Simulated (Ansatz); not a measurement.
## BaTe: do energies and stresses tell the same story?

Computed with Ansatz 0.2.0, DFT PBE, scalar-relativistic, plane waves, PAW.

Settings: cutoff 420 eV, Γ-centred mesh 8×8×8 on the computed 2-atom cell, Gaussian smearing of 0.02 eV; no spin polarisation.

Relaxed cell: Fm-3m, a = 7.065 Å, b = 7.065 Å, c = 7.065 Å, α = 90.00°, β = 90.00°, γ = 90.00°, 2 atoms in the primitive cell.

Energies at zero smearing and pressures from the stress tensor, at volumes with shape and atoms relaxed:
```
V (Å³/atom) E − E(first) (meV/atom) P (GPa)
     38.783                     0.00     4.83
     40.105                   -33.46     3.32
     41.427                   -55.35     2.03
     42.749                   -67.43     0.93
     44.071                   -71.17     0.00
     45.394                   -67.81    -0.79
     46.716                   -58.41    -1.47
     48.478                   -38.01    -2.21
```

Q: Check P = −dE/dV between neighbouring volumes, and get the bulk modulus from the pressures alone.

A: With 1 eV/Å³ = 160.2 GPa:
| middle V (Å³/atom) | −ΔE/ΔV (GPa) | mean P (GPa) |
| --- | --- | --- |
| 39.444 | 4.054 | 4.075 |
| 40.766 | 2.653 | 2.671 |
| 42.088 | 1.464 | 1.479 |
| 43.410 | 0.453 | 0.465 |
| 44.732 | -0.407 | -0.396 |
| 46.055 | -1.139 | -1.130 |
| 47.597 | -1.854 | -1.840 |

The two differ by 0.02 GPa at most. The mean of two end pressures misses the average over a step by about ΔV² P″/12, up to 0.02 GPa here; with that taken off 0.00 GPa remains. Around V = 44.071 Å³/atom, the two neighbours give B = −V ΔP/ΔV = 44.071 × 1.72 / 2.644 = 28.7 GPa, against B0 = 28.6 GPa from the Birch–Murnaghan fit of the energies.